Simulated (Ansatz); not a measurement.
Br, diamond type; equations of state without spin from Ansatz PAW hard set, 700 eV.

PBE (k-mesh 14³, smearing 0.061 eV) gives V₀ = 43.067 Å³/atom and B₀ = 15.0 GPa.

(1) What does r²SCAN give (700 eV, k-mesh 9³, smearing 0.1 eV)?

## Answers

(1) V₀ = 42.687 Å³/atom (-0.9 %) and B₀ = 15.5 GPa (+3 %).

This cubic structure is a model: it isn't the usual form of the substance at ambient conditions, and such phases are metastable or hypothetical. Spin polarisation is left out, and a magnetic state may lie lower. Potentials made with PBE were used with another functional (at least in: Ansatz PAW hard set, 700 eV (r²SCAN)).
